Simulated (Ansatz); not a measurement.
Runs of Ansatz 0.2.0 on TiCo. The structure is cubic, space group Pm-3m (No. 221). The conventional cell has a = 2.986 Å, b = 2.986 Å, c = 2.986 Å, α = 90.00°, β = 90.00°, γ = 90.00°. Around Co (site symmetry m-3m) lie 8 Ti at 2.59 Å. Ti (site symmetry m-3m) is surrounded by 8 Co at 2.59 Å. The cell comes from a database or a generator and needn't be the stable form of this composition.

```tsv
task	level	cell	k mesh	atoms under strain	points for each segment of the path	mesh quality	gap on the mesh (eV)	pressure (GPa)	moment (μB)	relaxed volume (Å³/atom)
relaxation of cell and atoms	BLYP+D3(BJ)	relaxed	9 × 9 × 9	-	-	not flagged	-	0.0	(a)	12.42
elastic constants	LDA	as given	7 × 7 × 7	clamped	-	not flagged	none	-14.1	(b)	-
relaxation of cell and atoms	revPBE+D3(BJ)	relaxed	9 × 9 × 9	-	-	not flagged	-	0.0	0.75	12.52
relaxation of cell and atoms	revPBE+D4	relaxed	9 × 9 × 9	-	-	not flagged	none	0.0	0.82	13.05
band structure	HSEsol	as given	5 × 5 × 5	-	4	coarse	none	0.0	(c)	-
```

Alike in all rows: potentials or basis Ansatz PAW; spin collinear, ferromagnetic start; cutoff (eV) 420; smearing fermi-dirac 0.05 eV.

Q: Fill in the values left out.

A: (a) 0.63; (b) 0.69; (c) 1.00.

Caveats: some runs use coarse meshes; the PAW data sets come from PBE, with cores solved anew for the run's functional, which leaves a small shift of forces and pressure; the plane-wave basis is chosen anew once the cell has moved, so the energies of steps on either side of that aren't comparable (some runs); the cell is more than 3 GPa from zero pressure, which shifts response properties (some runs); elastic constants of metals need much finer meshes, so these are rough (some runs); pairwise dispersion overbinds metals, which lowers pressure and volume (some runs); the magnetic or orbital state may not be the lowest (some runs); the starting moments weren't kept (some runs).

A gap of «none» marks a metal or a gap under the smearing width.

Runs at the PBE level aren't shown here.
